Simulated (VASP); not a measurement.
# TiAl: molecular dynamics at constant energy

TiAl, P4/mmm (no. 123), 16 atoms in the cell. PBE, molecular dynamics; PAW potentials Ti, Al (PBE set).

Ensemble: NVE; Starting temperature (K): 1600.

## Input

INCAR:
```
ALGO = Fast
EDIFF = 1E-6
ENCUT = 240
GGA = PE
IBRION = 0
ISIF = 2
ISMEAR = -1
ISYM = 0
KPAR = 2
LASPH = True
LCHARG = False
LREAL = Auto
LWAVE = False
MDALGO = 2
NELM = 60
NELMIN = 4
NSW = 60
POTIM = 2.0
PREC = Normal
RANDOM_SEED = 997949 0 0
SIGMA = 0.069
SMASS = -3
TEBEG = 1600
```

KPOINTS:
```
k-points
0
Monkhorst-Pack
  2 2 2
```

POSCAR:
```
TiAl
1.0
    5.6746000000      0.0000000000      0.0000000000
    0.0000000000      5.6746000000      0.0000000000
    0.0000000000      0.0000000000      8.1182000000
Ti Al
8 8
Direct
    0.0000000000      0.0000000000      0.0000000000
    0.0000000000      0.0000000000      0.5000000000
    0.0000000000      0.5000000000      0.0000000000
    0.0000000000      0.5000000000      0.5000000000
    0.5000000000      0.0000000000      0.0000000000
    0.5000000000      0.0000000000      0.5000000000
    0.5000000000      0.5000000000      0.0000000000
    0.5000000000      0.5000000000      0.5000000000
    0.2500000000      0.2500000000      0.2500000000
    0.2500000000      0.2500000000      0.7500000000
    0.2500000000      0.7500000000      0.2500000000
    0.2500000000      0.7500000000      0.7500000000
    0.7500000000      0.2500000000      0.2500000000
    0.7500000000      0.2500000000      0.7500000000
    0.7500000000      0.7500000000      0.2500000000
    0.7500000000      0.7500000000      0.7500000000
```

Commands:
```
cat potpaw_PBE.64/Ti/POTCAR potpaw_PBE.64/Al/POTCAR > POTCAR
mpirun -np 2 vasp_std > vasp.out
```

## Result

- Rise of the mean potential energy above the start (meV/atom): 92.0
- Mean temperature (K): 843
- Standard error of the mean temperature (K): 127
- Relative fluctuation of the kinetic energy: 0.440
- Canonical value of that fluctuation: 0.211
- Electronic steps per ionic step after the first: 5.8

Course of the run:

| Time (fs) | Temperature (K) | Potential energy less the first (meV/atom) |
|---|---|---|
| 2 | 1600 | 0.0 |
| 12 | 1189 | 50.0 |
| 20 | 537 | 129.1 |
| 30 | 128 | 178.8 |
| 38 | 408 | 144.8 |
| 48 | 1014 | 71.1 |
| 56 | 1226 | 45.3 |
| 66 | 974 | 76.0 |
| 74 | 615 | 119.7 |
| 84 | 505 | 133.0 |
| 92 | 763 | 101.6 |
| 102 | 1115 | 58.9 |
| 110 | 1131 | 56.9 |
| 120 | 780 | 99.6 |

The mean temperature lies below the starting 1600 K, since the atoms start on their sites and part of their kinetic energy turns into potential energy.

REPORT:
```
MDALGO =   2
               SCALING =       0
                 CNEXP =     9.000   14.000
           RANDOM_SEED =            997949                0                0

   original number of atomic DOF:         45
   number of independent constraints:      0
   number of active DOF:                  45

========================================
         MD step No.       1
========================================

  Atomic velocities initialized by STEP_tb

  >Energies
                    E_tot             E_pot             E_kin               EPS                ES
   e_b>   -0.95916930E+02   -0.99019190E+02    0.31022595E+01    0.00000000E+00    0.00000000E+00

  >Temperature
               T_sim     T_inst
   tmprt>   1600.000   1600.000

  >Thermostat:
           s(n+1) sdot(n+1)      s(n)   sdot(n)        Qs
   s_b>   0.00000   0.00000   0.00000   0.00000  -3.00000

           RANDOM_SEED =            997949               96                0

[... steps left out ...]

========================================
         MD step No.      60
========================================

  >Energies
                    E_tot             E_pot             E_kin               EPS                ES
   e_b>   -0.95913820E+02   -0.97426293E+02    0.15124734E+01    0.00000000E+00    0.00000000E+00

  >Temperature
               T_sim     T_inst
   tmprt>   1600.000    780.063

  >Thermostat:
           s(n+1) sdot(n+1)      s(n)   sdot(n)        Qs
   s_b>   0.00000   0.00000   0.00000   0.00000  -3.00000

           RANDOM_SEED =            997949               96                0
```

OSZICAR:
```
N       E                     dE             d eps       ncg     rms          rms(c)
DAV:   1     0.137645364538E+03    0.13765E+03   -0.11387E+04   296   0.684E+02
DAV:   2    -0.833355588162E+02   -0.22098E+03   -0.21461E+03   296   0.208E+02
DAV:   3    -0.110467675881E+03   -0.27132E+02   -0.26385E+02   432   0.619E+01
DAV:   4    -0.111520208850E+03   -0.10525E+01   -0.10237E+01   400   0.133E+01
DAV:   5    -0.111537035750E+03   -0.16827E-01   -0.16771E-01   440   0.148E+00    0.340E+01
RMM:   6    -0.980581126984E+02    0.13479E+02   -0.64753E+01   296   0.431E+01    0.568E+00
RMM:   7    -0.995114042563E+02   -0.14533E+01   -0.20033E+01   296   0.131E+01    0.556E+00
RMM:   8    -0.994098652520E+02    0.10154E+00   -0.17239E+00   319   0.509E+00    0.369E+00
RMM:   9    -0.996188615896E+02   -0.20900E+00   -0.93603E+00   381   0.153E+01    0.761E+00
RMM:  10    -0.992473410125E+02    0.37152E+00   -0.57270E-01   296   0.429E+00    0.487E+00
RMM:  11    -0.990299728703E+02    0.21737E+00   -0.25513E+00   380   0.685E+00    0.719E-01
RMM:  12    -0.990275188610E+02    0.24540E-02   -0.66838E-02   312   0.110E+00    0.821E-01
[... left out ...]
     59 T=   869. E= -.95914400E+02 F= -.97600065E+02 E0= -.97422626E+02  EK= 0.16857E+01 SP= 0.00E+00 SK= 0.00E+00
[... last step whole ...]
       N       E                     dE             d eps       ncg     rms          rms(c)
DAV:   1    -0.974262755486E+02    0.17379E+00   -0.13145E-02   592   0.108E+00    0.230E-02
RMM:   2    -0.974263133492E+02   -0.37801E-04   -0.50096E-04   296   0.120E-01    0.432E-02
RMM:   3    -0.974262901146E+02    0.23235E-04   -0.13083E-04   298   0.719E-02    0.115E-02
RMM:   4    -0.974262929398E+02   -0.28252E-05   -0.50864E-05   355   0.260E-02    0.102E-02
RMM:   5    -0.974262930486E+02   -0.10880E-06   -0.80851E-06   283   0.123E-02
     60 T=   780. E= -.95913820E+02 F= -.97426293E+02 E0= -.97251218E+02  EK= 0.15125E+01 SP= 0.00E+00 SK= 0.00E+00
```

Limits: 120 fs of 16 atoms are too short for converged averages.

VASP 6.6.1 took 289 s on 2 cores (Intel Xeon Platinum 8375C @ 2.90GHz (Ice Lake)), a shared host.
